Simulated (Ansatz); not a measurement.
Ansatz (a first-principles code) input:

Ansatz 0.2 input:
```yaml
crystal:
  lattice:
    - [0.0, 2.8952867802, 2.8952867802]
    - [2.8952867802, 0.0, 2.8952867802]
    - [2.8952867802, 2.8952867802, 0.0]
  atoms:
    - { symbol: Sr, position: [0.0, 0.0, 0.0] }
    - { symbol: F, position: [0.75, 0.75, 0.75] }
    - { symbol: F, position: [0.25, 0.25, 0.25] }
kpoints:
  mp_grid: { grid: [8, 8, 8] }
hamiltonian:
  xc: r2scan
  pseudopotentials: { kind: paw }
scf:
  occupations: { method: fixed }
elastic: { mode: relaxed_ion, stencil: two_point, amplitude: 0.005, f_tol: 0.0005 }
```

Output (shortened):

```
Pseudopotential: Sr, paw, valence charge 10
Pseudopotential: F, paw, valence charge 7
Functional definition: r2SCAN
Crystal: 3 atoms, lattice volume = 48.541 Å³
Basis set: ecut = 500 eV, 1243 PW (Γ), exchange–correlation on 120×120×120 points (64 copies of the dense FFT grid, shifted against one another)
Bands: 16, of which v1, the nominal top of the filled ones, is band 12 counted from 1 (11 counted from 0)
Symmetry: 48 space group operations
Space group: Fm-3m (ITA 225), of the structure as read, at distance tolerance 3.6e-5 Å
k-points: 29 of 512
SCF 1 converged in 9 iterations: F = -5181.553668 eV  dr2 = 2.88e-14
Crystal: 3 atoms, lattice volume = 48.541 Å³
SCF 2 converged in 2 iterations: F = -5181.553668 eV  dr2 = 4.49e-15
Crystal: 3 atoms, lattice volume = 48.298 Å³
Symmetry: 16 space group operations
k-points: 59 of 512
SCF 3 converged in 8 iterations: F = -5181.553175 eV  dr2 = 1.38e-15
Crystal: 3 atoms, lattice volume = 48.783 Å³
SCF 4 converged in 6 iterations: F = -5181.553194 eV  dr2 = 7.41e-14
Crystal: 3 atoms, lattice volume = 48.540 Å³
Symmetry: 8 space group operations
k-points: 95 of 512
SCF 5 converged in 9 iterations: F = -5181.553507 eV  dr2 = 1.74e-14
relax step   1: F+E_penalty+E_count = -5181.55350682 eV  Δ(F+E_penalty+E_count) = +0.000e0 eV  max|allowed force component| = 1.564e-2 eV/Å  Δτ_max = 0.0000 Å  (9 SCF iters, accepted)
Crystal: 3 atoms, lattice volume = 48.540 Å³
SCF 6 converged in 8 iterations: F = -5181.553538 eV  dr2 = 3.30e-14
relax step   2: F+E_penalty+E_count = -5181.55353767 eV  Δ(F+E_penalty+E_count) = -3.086e-5 eV  max|allowed force component| = 8.072e-3 eV/Å  Δτ_max = 0.0041 Å  (8 SCF iters, accepted)
Crystal: 3 atoms, lattice volume = 48.540 Å³
SCF 7 converged in 8 iterations: F = -5181.553549 eV  dr2 = 1.70e-14
relax step   3: F+E_penalty+E_count = -5181.55354888 eV  Δ(F+E_penalty+E_count) = -1.121e-5 eV  max|allowed force component| = 3.399e-7 eV/Å  Δτ_max = 0.0014 Å  (8 SCF iters, accepted)
Crystal: 3 atoms, lattice volume = 48.540 Å³
SCF 8 converged in 2 iterations: F = -5181.553549 eV  dr2 = 1.87e-15
Crystal: 3 atoms, lattice volume = 48.540 Å³
SCF 9 converged in 9 iterations: F = -5181.553507 eV  dr2 = 2.49e-14
relax step   1: F+E_penalty+E_count = -5181.55350682 eV  Δ(F+E_penalty+E_count) = +0.000e0 eV  max|allowed force component| = 1.564e-2 eV/Å  Δτ_max = 0.0000 Å  (9 SCF iters, accepted)
Crystal: 3 atoms, lattice volume = 48.540 Å³
SCF 10 converged in 8 iterations: F = -5181.553549 eV  dr2 = 1.24e-14
relax step   2: F+E_penalty+E_count = -5181.55354888 eV  Δ(F+E_penalty+E_count) = -4.207e-5 eV  max|allowed force component| = 8.247e-7 eV/Å  Δτ_max = 0.0027 Å  (8 SCF iters, accepted)
Crystal: 3 atoms, lattice volume = 48.540 Å³
SCF 11 converged in 2 iterations: F = -5181.553549 eV  dr2 = 2.92e-15
SCF converged after 2 iterations
Free energy (F): -5181.553668 eV
Harris-Foulkes:  -5181.553668 eV  (|F-HF|=1.82e-12)
Internal energy: -5181.553668 eV  (E = F + TS)
E sigma→0 (E₀):  -5181.553668 eV
Fermi energy:    2.578947 eV
--- Per-component energies (eV) ---
  E_band       = -164.144057
  E_kinetic    = 664.740375
  E_local      = -1803.915699  (includes V_loc(G=0)·N_el)
  E_nonlocal   = 347.123668
  E_hartree    = 597.536479
  E_xc         = -324.430303
  E_vxc        = -413.570594  (∫ρ·V_xc dr)
  E_paw        = -3121.694222  (= ΣΔE_a)
  E_vpaw       = -180.396337  (= ΣTr[D̂ρ^β])
  E_aug_tail   = 0.002016  (compensation charges beyond the density's cutoff)
  E_vtau       = 26.799553  (kinetic-family band-sum trace: ∫τ·v_τ [+ j·A + Jᵃ·Aᵃ] dr)
  E_ewald      = -1540.707163
  E_core_change = -0.208820  (= ΣΔE_core)
  E_smearing   =  0.000000  (= −TS)
  E_closure    =  0.000000  (closes the sum)
  Σ components = -5181.553668   (vs F -5181.553668, Δ=0.00e0)
--- Forces (eV/Å), atoms counted from 1 ---
  atom   1  Sr     0.00000000     0.00000000     0.00000000
  atom   2  F      0.00000000     0.00000000     0.00000000
  atom   3  F      0.00000000     0.00000000     0.00000000
  max |Σ_I F_I| component: 9.25e-18 eV/Å
--- Stress (GPa, compression-positive) ---
        0.002271       0.000000       0.000000
        0.000000       0.002271       0.000000
        0.000000       0.000000       0.002271
  P = ⅓ Tr σ = 0.0023 GPa (0.023 kbar)
--- Band table (eV; the first three rows and the last of 29) ---
  k-point 0: bands = ["-28.2920", "-17.9320", "-17.5514", "-9.5732", "-9.5732", "-9.5732", "0.8918", "0.8918", "0.8918", "2.4769", "2.4769", "2.4769", "10.1793", "13.5245", "13.5245", "16.1641"]
  k-point 1: bands = ["-28.2827", "-17.9477", "-17.5750", "-9.5856", "-9.5856", "-9.5629", "0.9590", "0.9590", "1.0331", "2.3351", "2.4315", "2.4315", "10.5559", "13.5227", "13.5227", "15.9752"]
  k-point 2: bands = ["-28.2599", "-17.9741", "-17.6448", "-9.6154", "-9.6154", "-9.5333", "1.1269", "1.1269", "1.3727", "2.0382", "2.3198", "2.3198", "11.4496", "13.5341", "13.5341", "15.5199"]
  k-point 28: bands = ["-28.2060", "-17.9212", "-17.9212", "-9.7884", "-9.5182", "-9.5182", "0.9401", "1.2788", "1.9626", "1.9626", "2.3756", "2.5063", "11.6248", "14.1998", "14.3747", "14.3747"]
--- Elastic constants: 2 strain directions × 2 members + reference (group order 48) ---
  dense FFT box of the reference and of every strained cell: 30×30×30
  strains applied: 11, 23; error gains: componentwise 1.00 (the most a stress slope's error grows in a printed constant), spectral 1.73 (1 for all six strains …
  C = ∂σ_k/∂η_j (tension-positive GPa; Voigt order 11 22 33 23 13 12):
       127.401     47.793     47.793      0.000      0.000      0.000
        47.793    127.401     47.793      0.000      0.000      0.000
        47.793     47.793    127.401      0.000      0.000      0.000
         0.000      0.000      0.000     32.890      0.000      0.000
         0.000      0.000      0.000      0.000     32.890      0.000
         0.000      0.000      0.000      0.000      0.000     32.890
  reference stress σ⁰ (GPa):     -0.002     -0.002     -0.002      0.000      0.000      0.000
  moduli (Voigt/Reuss/Hill, GPa): K = 74.33/74.33/74.33   G = 35.66/35.35/35.50   E = 91.87   ν = 0.294
  mechanically stable: yes (min eigenvalue of sym C = 32.89 GPa)
  strain η (Voigt 11):  stress-route row diagonal C_11 = 127.40 GPa, energy-path curvature d²(F+E_count+ΔE)/dδ²/Ω₀ = 127.42 GPa
         δ    σ_11 (GPa)             F (eV)   n_scf  n_hpsi   n_pw
    -5.000e-3      -0.6449       -5181.5531751       8   19787   1243   relax 0 steps, max|allowed force component| 2.78e-17 eV/Å
     5.000e-3       0.6291       -5181.5531943       6   17303   1255   relax 0 steps, max|allowed force component| 2.78e-17 eV/Å
  strain η (Voigt 23):  stress-route row diagonal C_44 = 32.89 GPa, energy-path curvature d²(F+E_count+ΔE)/dδ²/Ω₀ = 32.94 GPa
         δ    σ_23 (GPa)             F (eV)   n_scf  n_hpsi   n_pw
    -5.000e-3      -0.1644       -5181.5535489       2   15049   1253   relax 3 steps, max|allowed force component| 3.40e-7 eV/Å
     5.000e-3       0.1644       -5181.5535489       2   15005   1253   relax 2 steps, max|allowed force component| 8.25e-7 eV/Å
```

Cost: about 70 core-seconds (a rough figure) on shared cores.

The r²SCAN relaxation kept the symmetry of its start; phonons on a q-mesh show no instability. Scalar-relativistic: spin–orbit coupling is off unless named, which matters more the heavier the elements.

Potentials: the later of the program's two PAW sets.

Ansatz is a plane-wave DFT program.
